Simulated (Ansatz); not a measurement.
Crystal: CdO (Monteponite).

```
CELL_PARAMETERS angstrom
0.00000 2.18108 2.18108
2.18108 0.00000 2.18108
2.18108 2.18108 0.00000
ATOMIC_POSITIONS crystal
Cd 0.00000 0.00000 0.00000
O 0.50000 0.50000 0.50000
```

The cell isn't the ideal one: volume scaled by 0.8.

- Program: Ansatz 0.2.0
- Task: relaxation of cell and atoms
- Functional: PBEsol
- Potentials or basis: all-electron LAPW, relativistic spinors
- Basis error allowed: 0.001 eV/atom
- k mesh: 8 × 8 × 8
- Occupations: fermi-dirac, width 0.05 eV
- Spin: non-collinear spin, ferromagnetic start, spin-orbit coupling
- Starting moments: [[0.0, 0.0, 0.5], [0.0, 0.0, 0.0]] μB

At the start: volume 10.38 Å³/atom.

**Question.** How do energy, volume and symmetry change on relaxing?

**Answer.** Over 6 steps the energy falls by 339.6 meV/atom and the volume is 12.90 Å³/atom (+24.3 %); space group Fm-3m (No. 225, to 0.05 Å); moment 0.00 μB per cell.

Step by step:
```csv
step,energy change (eV),largest force (eV/Å),volume (Å³)
1,0.0000,0.0000,20.75
2,-0.6093,0.0000,23.94
3,-0.6724,0.0000,25.18
4,-0.6792,0.0000,25.81
5,-0.6792,0.0000,25.79
6,-0.6792,0.0000,25.79
```

Final structure:
```
CELL_PARAMETERS angstrom
0.00000 2.34506 2.34506
2.34506 0.00000 2.34506
2.34506 2.34506 0.00000
ATOMIC_POSITIONS crystal
Cd 0.00000 0.00000 0.00000
O 0.50000 0.50000 0.50000
```

Caveat: the starting moments weren't kept.
